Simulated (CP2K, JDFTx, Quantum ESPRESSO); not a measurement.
One calculation of PtS2, 3 ways

```
Pt S
1.0
     3.54320    0.00000    0.00000
    -1.77160    3.06850    0.00000
     0.00000    0.00000    5.03880
Pt S
1 2
Direct
  0.00000 0.00000 0.00000
  0.66667 0.33333 0.77300
  0.33333 0.66667 0.22700
```

Alike in all runs: task single point; functional PBEsol; k mesh 9 × 9 × 5; occupations fermi-dirac, width 0.05 eV; no spin polarisation; no spin-orbit coupling. Pressure is positive in compression and, in plane waves, holds the error of the finite cutoff.

```tsv
program and potentials	plane-wave cutoff (eV)	notes	pressure (GPa)	largest force (eV/Å)
JDFTx, PseudoDojo-SR-PBEsol-0.4.1-standard with smoothed tails	1143	10 valence electrons an atom on average	6.21	0.939
Quantum ESPRESSO, GBRV 1.5 PBEsol	612	9.33 valence electrons an atom on average	?	?
CP2K, POTENTIAL_UZH Pt GTH-PBE-q18, S GTH-PBE-q6; TZVP-MOLOPT-PBE-GTH basis	-	atomic basis; potentials made for PBE; 10 valence electrons an atom on average	7.93	1.187
```

Estimate from the other rows what the run with Quantum ESPRESSO, GBRV 1.5 PBEsol gave.

Pressure 6.04 GPa; largest force 0.940 eV/Å. The other rows, which needn't bracket it: pressure 6.21 to 7.93; largest force 0.939 to 1.187.
